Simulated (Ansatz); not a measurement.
An input for Ansatz 0.2.0 (Pb):

The input input.yaml:

```yaml
crystal:
  lattice:
    - [0.0, 2.5393348005, 2.5393348005]
    - [2.5393348005, 0.0, 2.5393348005]
    - [2.5393348005, 2.5393348005, 0.0]
  atoms:
    - { symbol: Pb, position_ang: [0.0, 0.0, 0.0] }
hamiltonian:
  xc: { exchange: b88, correlation: pbe }
  pseudopotentials: { kind: paw_fr }
  dispersion: d3bjatm
magnetization:
  noncollinear: true
  spin_orbit: true
kpoints:
  mp_grid: { grid: [6, 6, 6] }
scf:
  occupations: { method: fermi_dirac, width: 0.05 }
md:
  timestep: 1.0
  n_steps: 20
  ensemble: nve
  temperature: 300
  initial_velocities: maxwell_boltzmann
  seed: 1026
```

Potentials or basis: Ansatz PAW.

The run is started by

```console
$ ansatz run input.yaml --threads 1 --pin off --max-ram 2560MiB --backend cpu --events-out ev --progress --plain --runs-dir out
```

Does this run start?

The run stopped without a result. It printed:

Output:

```text
Error: invalid value for `md.ensemble`: nve and nvt_nose_hoover need at least two atoms in the cell (they keep the centre of mass at rest, so a single atom cannot move); use nvt_langevin, with a temperature, from initial_velocities: zero and with no initial_site_velocities for a single mobile atom, or add a second atom that is free
```
